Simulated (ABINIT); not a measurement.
The system is BeTe.

```
Te Be
1.0
     0.00000    2.77000    2.77000
     2.77000    0.00000    2.77000
     2.77000    2.77000    0.00000
Te Be
1 1
Direct
  0.75000 0.75000 0.75000
  0.00000 0.00000 0.00000
```

Base run:

| Quantity | Value |
| --- | --- |
| Program | ABINIT 10.8.3 (patched build) |
| Functional | SOGGA |
| Potentials or basis | JTH PAW PBE v2.0 |
| Cutoff | 408 eV |
| k mesh | 8 × 8 × 8 |
| Occupations | fermi-dirac, width 0.05 eV |
| Spin | no spin polarisation |

Its results: band gap on the k mesh 1.64 eV, indirect (least direct gap 3.58 eV).

Question: The run is repeated on the same cell with these changes: functional from SOGGA to PBEsol; k mesh from 8 × 8 × 8 to 6 × 6 × 6. What comes out?

Answer: Band gap on the k mesh 1.73 eV, indirect (least direct gap 3.62 eV).

Several settings changed at once, so the effect can't be laid on one alone.

Caveats: spin-orbit coupling is left out, which moves the levels of the heavy elements.

A k mesh can miss the band edges.
